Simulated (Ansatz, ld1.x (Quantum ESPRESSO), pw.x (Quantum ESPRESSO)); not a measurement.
# Sr (Z = 38) (sc): variants of one TM potential in the solid

Sr (Z = 38), norm-conserving Troullier–Martins (Kleinman–Bylander form), made with ld1.x (Quantum ESPRESSO) 7.5 (PBE, scalar-relativistic). Core [Kr], reference 4d0 5s2 5p0. Waves: 5p (bound, empty): rc 3.65 bohr; 4d (bound, empty): rc 2.90 bohr; 5s (bound): rc 3.85 bohr. Local part: the s channel. Core correction: Bessel-smoothed model core, default radius (core density twice the valence density).

Crystal test: sc Sr in pw.x 7.5, no spin, 9³ k-points, Fermi–Dirac smearing 0.01 Ry, cutoffs set for each file from its atomic test. The reference is all-electron LAPW (Ansatz 0.2.0) with the same functional, mesh and smearing; V0 and B0 come from Birch–Murnaghan fits to the pressures at five volumes. Errors are pseudo minus all-electron; Δ is the rms difference of the E(V) curves that follow from these fits, minima aligned, over ±6 % about the mean V0. Mesh and smearing are coarse, so the numbers serve the comparison and aren't converged zero-temperature values; the lattice is a test structure that the element need not adopt.

All-electron: a0 = 3.874 Å (V0 = 58.16 Å³/atom), B0 = 6.7 GPa.

Base: The largest radius (3.85 bohr) exceeds half the bond length (3.67 bohr), so the spheres overlap, which is one possible source of error among others.

1 further variants are left out: they gave no file fit for a test, a broken result, the same result as the base, or pressures whose basis-set error rivals the error shown.

A dash in a converged row means that the minimum lies outside the volumes sampled.

```tsv
change	cutoffs (Ry)	pw.x	a0 (Å)	a0 error (%)	B0 error (%)	Δ (meV/atom)	mean pressure error (GPa)
base	50/200	converged	3.886	+0.31	+3.5	0.8	+0.07
local potential the d channel	50/200	converged; bound ghost	–	–	–	–	+1.17
wave 5p (bound): rc 3.65 bohr becomes 5p (bound): rc 3.90 bohr	50/200	converged	3.884	+0.24	+3.0	0.6	+0.05
reference 4d0 5s1 5p1	50/200	converged	3.902	+0.71	+3.0	1.9	+0.15
```

Task: Give the row for: all radii but the core radius scaled by about 1.40 (s 5.38, p 5.10, d 4.06 bohr).

Result: pw.x: converged; mean pressure error (GPa): -0.85.
